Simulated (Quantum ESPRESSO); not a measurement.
**Al and the effect of the choice of potentials or basis**

The cell as given:

```cif
data_structure
_symmetry_space_group_name_H-M 'P6_3/mmc'
_symmetry_Int_Tables_number 194
_cell_length_a 2.8125
_cell_length_b 2.8125
_cell_length_c 4.8669
_cell_angle_alpha 90.000
_cell_angle_beta 90.000
_cell_angle_gamma 120.000
_cell_volume 33.34
loop_
_atom_site_label
_atom_site_type_symbol
_atom_site_symmetry_multiplicity
_atom_site_Wyckoff_symbol
_atom_site_fract_x
_atom_site_fract_y
_atom_site_fract_z
_atom_site_occupancy
Al1 Al 2 c 0.33333 0.66667 0.25000 1
```

This isn't the form of Al at room conditions, which is fcc.

Kept alike: task relaxation of cell and atoms; functional PBEsol; k mesh 11 × 11 × 6; occupations fermi-dirac, width 0.05 eV; no spin polarisation. Program: Quantum ESPRESSO. Cutoffs run from 544 to 612 eV. The mesh is that of the run's cell of 2 atoms. No spin-orbit coupling.

| choice of potentials or basis | volume (Å³/atom) | third edge of the run's cell (Å) |
| --- | --- | --- |
| GBRV 1.5 PBEsol | 16.303 | 4.686 |
| PseudoDojo 0.4 SR PBEsol stringent | 16.288 | 4.684 |
| PseudoDojo 0.4.1 SR PBEsol standard | 16.288 | 4.684 |

The relaxations keep at least the cell's symmetry (P6_3/mmc). For a metal such a mesh leaves the last digits unconverged. Relaxations stop with a little pressure left, so the last digits of a volume or edge aren't settled.

Problem. What does the choice of potentials or basis change here?

Solution. The volume runs from 16.288 (PseudoDojo 0.4 SR PBEsol stringent; PseudoDojo 0.4.1 SR PBEsol standard) to 16.303 Å³/atom (GBRV 1.5 PBEsol). The third edge of the run's cell runs from 4.684 (PseudoDojo 0.4 SR PBEsol stringent; PseudoDojo 0.4.1 SR PBEsol standard) to 4.686 Å (GBRV 1.5 PBEsol).
